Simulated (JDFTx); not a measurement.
A run of JDFTx 1.7.0 (patched build) is set up as follows.

Hf.in

```
lattice \
   -0.0821520638     4.0870278527     4.1045002605 \
    4.1715269564    -0.0806440624     4.1874913627 \
    4.1826366563     4.1811286548    -0.0981164701
coords-type Lattice
ion Hf     0.0019310000    -0.0112190000    -0.0034220000 1

ion-species pseudo/Hf.upf
elec-cutoff 29
elec-ex-corr gga-PBE
kpoint-folding 10 10 10
elec-smearing Fermi 0.0018374661
elec-n-bands 11
electronic-SCF nIterations 100 energyDiffThreshold 1e-08
electronic-minimize nIterations 30 energyDiffThreshold 1e-7
converge-empty-states yes
forces-output-coords Cartesian

dump-name run.$VAR
dump End Ecomponents EigStats BandEigs Kpoints Forces Stress
```

Potentials or basis: PseudoDojo-SR-PBE-0.5-standard.

The run is started by

```bash
$ jdftx -c 1 -i Hf.in -o Hf.out
```

(1) What does it give for the pressure?

(2) Estimate the band gap on the k mesh.

Answers

(1) 3.3 GPa.

(2) none (metal or under the smearing width).
